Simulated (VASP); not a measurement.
Set up this calculation in VASP 6.6.1, as the native input.

| Item | Value |
| --- | --- |
| Task | single point |
| Functional | LDA |
| Potentials or basis | VASP PAW LDA potentials, release 64 (Ga_d, P) |
| Cutoff | 520 eV |
| k mesh | 8 × 8 × 8 |
| Occupations | fermi-dirac, width 0.02 eV |
| Spin | no spin polarisation |
| Dipole correction | no |
| Further INCAR settings | ALGO = Fast; EDIFF = 1e-06; NBANDS = 16 |

The structure of GaP lies in POSCAR:

```
GaP
1.0
    0.0000000000      2.5585353464      2.5585353464
    2.5585353464      0.0000000000      2.5585353464
    2.5585353464      2.5585353464      0.0000000000
Ga P
1 1
Direct
    0.0000000000      0.0000000000      0.0000000000
    0.5000000000      0.5000000000      0.5000000000
```

The cell was built by a generator and needn't be a form met in nature.

One way to write it, as run:

INCAR

```
SYSTEM = GaP
PREC = Accurate ; ENCUT = 520
EDIFF = 1E-6 ; ISMEAR = -1
SIGMA = 0.02 ; LREAL = .FALSE.
LASPH = .TRUE. ; NELM = 100
ALGO = Fast ; ISIF = 2
LWAVE = .FALSE. ; LCHARG = .FALSE.
GGA = CA ; NBANDS = 16
```

KPOINTS

```
regular mesh
0
G
  8 8 8
  0 0 0
```

Potentials or basis: VASP PAW LDA potentials, release 64 (Ga_d, P).

Command:

```console
$ cat potpaw_LDA.64/Ga_d/POTCAR potpaw_LDA.64/P/POTCAR > POTCAR
$ mpirun -np 1 vasp_std > vasp.out
```

It gave:

```
Pressure               : -3.5 GPa
Band gap on the k mesh : none (metal or under the smearing width)
```

Run time: 9.2 s on 1 thread of Intel(R) Xeon(R) 6975P-C (Granite Rapids), on a shared host, peak memory 0.14 GiB.
